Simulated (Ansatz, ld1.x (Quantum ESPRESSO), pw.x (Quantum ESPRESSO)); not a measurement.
**manganese: one change to the PAW potential, in the atom and in the fcc crystal**

```json
{"Element": "manganese", "Generator": "ld1.x (Quantum ESPRESSO) 7.5", "Type": "PAW", "Functional": "PBE", "Relativity": "scalar-relativistic", "Frozen core": "[Ar]", "Valence charge": "7", "Reference configuration": "3d5 4s0 4p0 (charge +2)", "Partial waves": "4s (bound, empty): rcut 2.20, rcutus 2.40 bohr; 4s channel at -0.5 Ry: rcut 2.20, rcutus 2.40 bohr; 4p (bound, empty): rcut 2.45, rcutus 3.20 bohr; 4p channel at 1.5 Ry: rcut 2.45, rcutus 3.20 bohr; 3d (bound): rcut 1.05, rcutus 1.25 bohr; 3d channel at -0.55 Ry: rcut 1.05, rcutus 1.25 bohr", "Local potential": "all-electron potential smoothed inside 1.80 bohr (lloc = -1)", "Core correction": "Bessel-smoothed model core inside 1.30 bohr", "Augmentation charge": "BESSEL, radius 0.85 bohr"}
```

Change: waves 3d (bound): rcut 1.04, rcutus 1.10 bohr; 3d channel at -0.55 Ry: rcut 1.04, rcutus 1.10 bohr.

Cutoffs, loose and tight: the cutoffs (Ry, on a coarse ladder) from which the occupation-weighted sum of valence levels, in a spherical-Bessel basis at the reference potential, stays within 10 and 1 mRy of its value at 400 Ry. They do not see the model core or the augmentation charge, which bear on the density cutoff. Test errors are all-electron minus pseudo excitation energies from the reference, over the configurations 3d5 4s2 4p0; 3d5 4s1 4p0; 3d4 4s0 4p0; 3d3 4s0 4p0; 3d5 4s0 4p2; 3d6 4s1 4p0; 3d5 4s0 4p1; variants that change the core or the reference have their own tests.

Crystal test: fcc Mn in pw.x 7.5, no spin, 16³ k-points, Fermi–Dirac smearing 0.01 Ry, cutoffs set for each file from its atomic test. The reference is all-electron LAPW (Ansatz 0.2.0) with the same functional, mesh and smearing; V0 and B0 come from Birch–Murnaghan fits to the pressures at five volumes. Errors are pseudo minus all-electron; Δ is the rms difference of the E(V) curves that follow from these fits, minima aligned, over ±6 % about the mean V0. Mesh and smearing are coarse, so the numbers serve the comparison and aren't converged zero-temperature values; the lattice is a test structure that the element need not adopt. Spin polarisation and strong correlation are left out, which matters for this element.

All-electron: a0 = 3.506 Å (V0 = 10.77 Å³/atom), B0 = 276.5 GPa.

Does the change bring the crystal closer to the all-electron result?

The mean pressure error goes from -7.49 to -4.90 GPa, so the change moves the solid closer to the all-electron pressures.

| quantity | base | changed |
| --- | --- | --- |
| outcome (atom) | generated | generated |
| cutoff, loose (atom) | 70 Ry | 90 Ry |
| cutoff, tight (atom) | 110 Ry | 140 Ry |
| bound ghosts (atom) | none | none |
| largest test error (meV) (atom) | -338 over the solved tests; 1 of 7 tests not solved or not reliable | -337 over the solved tests; 1 of 7 tests not solved or not reliable |
| cutoffs in pw.x (Ry) | 135/900 | 170/900 |
| a0 (Å) | 3.476 | 3.486 |
| a0 error (%) | -0.85 | -0.56 |
| B0 error (%) | +15.2 | +13.4 |
| Δ (meV/atom) | 17.3 | 11.3 |
| mean pressure error (GPa) | -7.49 | -4.90 |

Base: The largest radius (3.20 bohr) exceeds half the bond length (2.34 bohr), so the spheres overlap, which is one possible source of error among others. This is a poor potential for the solid. Atomic configuration tests: 1 of 7 tests not solved or not reliable. Changed file: The largest radius (3.20 bohr) exceeds half the bond length (2.34 bohr), so the spheres overlap, which is one possible source of error among others. This is a poor potential for the solid. Atomic configuration tests: 1 of 7 tests not solved or not reliable. The atomic cutoffs weigh occupied waves only.
